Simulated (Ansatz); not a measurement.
BaTiO3 (started from an entry of an open crystallographic database), relaxed with r2SCAN in Ansatz 0.2.0. It is orthorhombic, Amm2 (No. 38); conventional cell a = 3.963 Å, b = 5.715 Å, c = 5.748 Å, 13.02 Å³ an atom. Ba has 12 O at 2.77–2.98 Å; Ti has 6 O at 1.85–2.21 Å; O has 2 Ti at 1.99 Å and 4 Ba at 2.77–2.98 Å; O has 2 Ti at 1.85–2.21 Å and 4 Ba at 2.79–2.88 Å.

The axes x, y and z are those of this cell:
```
Ba Ti O
1.0
     3.96341    0.00000    0.00000
     0.00000    2.85775    2.87421
     0.00000   -2.85775    2.87421
Ba Ti O
1 1 3
Direct
  0.00000 0.00841 0.00841
  0.50000 0.52396 0.52396
  0.00000 0.49039 0.49039
  0.50000 0.49397 0.98015
  0.50000 0.98015 0.49397
```

Unstrained: PBE gives an indirect gap of 2.295 eV, from T to Γ; the least direct gap is 2.715 eV at Γ. The r2SCAN gap is indirect, 2.659 eV (T to Γ), below the direct gap of 3.097 eV at Γ. The HSE06 gap is indirect, 3.745 eV (T to Γ), below the direct gap of 4.186 eV at Γ. Meshes: PBE 6×6×6, r2SCAN 6×6×6, HSE06 4×4×4. Strains are changes of length per length. After each strain the atoms were relaxed again with r2SCAN within the symmetry that the strain leaves, so tilts or polar shifts that break it weren't tested; points keep the names that they have in the unstrained zone. The values are computed, spin-unpolarised, and not measurements.

**Question.** Estimate what biaxial -2.68 % in x and y, z held does to the gap.

**Answer.** PBE: the gap goes from 2.295 to 2.155 eV (-0.140 eV). r2SCAN: the gap goes from 2.659 to 2.529 eV (-0.130 eV). HSE06: the gap goes from 3.745 to 3.605 eV (-0.140 eV). The r2SCAN energy rises by 23.9 meV an atom.

**Question.** Apply isotropic +2.95 % on every length. How far does the gap move, against the unstrained cell?

**Answer.** PBE: the gap goes from 2.295 to 2.541 eV (+0.246 eV). r2SCAN: the gap goes from 2.659 to 2.900 eV (+0.241 eV). HSE06: the gap goes from 3.745 to 4.010 eV (+0.265 eV). The r2SCAN energy rises by 34.9 meV an atom.

**Question.** Apply isotropic +1.64 % on every length. How far does the gap move, against the unstrained cell?

**Answer.** PBE: the gap goes from 2.295 to 2.436 eV (+0.141 eV). r2SCAN: the gap goes from 2.659 to 2.796 eV (+0.137 eV). HSE06: the gap goes from 3.745 to 3.897 eV (+0.152 eV). The r2SCAN energy rises by 11.5 meV an atom.

Spin-orbit coupling is left out.

The meshes of the hybrids are coarse, so their gaps aren't converged to the digits shown.
